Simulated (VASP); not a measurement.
# VASP inputs for InP (strained zincblende)

INCAR

```
ISIF = 2
ENCUT = 520
LASPH = .TRUE.
EDIFF = 1E-7
LWAVE = .FALSE.
METAGGA = R2SCAN
NBANDS = 16
PREC = Accurate
ALGO = Normal
IBRION = -1
NSW = 0
LREAL = .FALSE.
SIGMA = 0.01
LCHARG = .FALSE.
NELM = 120
ISMEAR = 0
```

KPOINTS

```
KPOINTS created by Atomic Simulation Environment
0
Gamma
8 8 8
0 0 0
```

KPOINTS_OPT

```
special points
6
Reciprocal
0.0000000000 0.0000000000 0.0000000000 1
-0.5000000000 -0.5000000000 0.0000000000 1
-0.3750000000 -0.3750000000 0.2500000000 1
-0.3750000000 0.0000000000 0.3750000000 1
0.0000000000 0.0000000000 0.5000000000 1
-0.5000000000 -0.2500000000 0.2500000000 1
```

POSCAR

```
In P
 1.0000000000000000
     0.0000000000000000    2.9537876347999998    2.8651740058000001
     2.9537876347999998    0.0000000000000000    2.8651740058000001
     2.9537876347999998    2.9537876347999998    0.0000000000000000
 In  P
   1   1
Cartesian
  0.0000000000000000  0.0000000000000000  0.0000000000000000
  1.4768938173999999  1.4768938173999999  1.4325870029000001
```

VASP ran with the recommended PBE PAW datasets (18 valence electrons in the cell).

Task: Predict the results.

Result: gap between bands v and c 1.11 eV; least direct gap 1.11 eV; pressure 2.1 GPa.

Band v is the last that the valence electrons fill when counted band by band, and c is the next. Levels in eV from the top of v:

```
point    v−1      v     c   c+1
    Γ  -0.14   0.00  1.11  4.32
    X  -2.65  -2.65  1.79  2.26
    K  -3.54  -2.07  2.63  4.77
    L  -1.22  -1.01  1.77  4.96
    W  -3.18  -3.12  4.41  4.64
```
